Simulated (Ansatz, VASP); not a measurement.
# RuS: VASP beside Ansatz

INCAR

```
PREC = Accurate ; ENCUT = 520
EDIFF = 1E-6 ; ISMEAR = 0
SIGMA = 0.05 ; LREAL = F
LASPH = T ; NELM = 150
ALGO = Normal ; ISIF = 2
LWAVE = F ; LCHARG = T
ISPIN = 2 ; MAGMOM = 1 0
LORBIT = 11 ; LMAXMIX = 4
LDAU = T ; LDAUTYPE = 2
LDAUL = 2 -1 ; LDAUU = 4 0
LDAUJ = 0 0 ; LDAUPRINT = 1
LELF = T ; LVHAR = T
NBANDS = 21
```

File KPOINTS:

```
Automatic mesh
0
Gamma
  6 6 6
```

POSCAR

```
RuS
1.0
    0.0000000000      2.5467554600      2.5467554600
    2.5467554600      0.0000000000      2.5467554600
    2.5467554600      2.5467554600      0.0000000000
Ru S
1 1
Direct
    0.5000000000      0.5000000000      0.5000000000
    0.0000000000      0.0000000000      0.0000000000
```

Contents of input.yaml:

```yaml
crystal:
  lattice:
    - [0.0, 2.54675546, 2.54675546]
    - [2.54675546, 0.0, 2.54675546]
    - [2.54675546, 2.54675546, 0.0]
  atoms:
    - { symbol: Ru, position: [0.5, 0.5, 0.5], spin: 1.0 }
    - { symbol: S, position: [0.0, 0.0, 0.0] }
kpoints:
  mp_grid: { grid: [6, 6, 6] }
scf:
  occupations: { method: gaussian, width: 0.05 }
hamiltonian:
  xc: lda
  pseudopotentials: { kind: all_electron, lapw: { basis_error: 0.001 } }
  hubbard:
    sites: [{ species: Ru, l: d, u_eff: 4 }]
    double_counting: fll
    projectors: ortho-atomic
magnetization:
  spin_polarized: true
output:
  forces: true
  stress: true
  eigenvalues: true
  hubbard: {}
```

The cell comes from a database or a generator and needn't be the stable form of this composition.

Alike in both runs: task single point; functional LDA; k mesh 6 × 6 × 6; occupations gaussian, width 0.05 eV; collinear spin; Hubbard terms Ru d U = 4.0 eV.

|  | VASP | Ansatz |
| --- | --- | --- |
| version | VASP 6.6.1 | Ansatz 0.2.0 |
| potentials or method | VASP PAW LDA potentials, release 64 (Ru_pv, S) | all-electron LAPW, scalar-relativistic |
| plane-wave cutoff (eV) | 520 | see its input |

|  | VASP | Ansatz | Ansatz less VASP |
| --- | --- | --- | --- |
| gap on the k mesh at the Fermi level (eV) | none | none | - |
| pressure (GPa) | -15.3 | -16.8 | -1.58 |
| net moment per atom (μB) | 0.97 | 0.00 | -0.972 |
| size of the moment on the site where the two differ most (μB) | 1.85 | 0.00 | -1.850 |

The net moments differ so much that the two runs ended in different magnetic states, which moves the other rows too. Site moments also hang on the region over which each program counts them. The programs project onto different local orbitals, so the same U acts differently. A gap of «none» marks a metal or a gap that the smearing closes. Ansatz ran all-electron here, so the differences hold the error of VASP's frozen core and of both bases.

Caveats: the k mesh is thin for a metal, which can move the energy by tens of meV per atom (Ansatz); U is the effective U less J, on atomic orbitals that reach past the spheres (Ansatz); the starting moments weren't kept (Ansatz). The state reached can hang on the start; a lower one may exist.
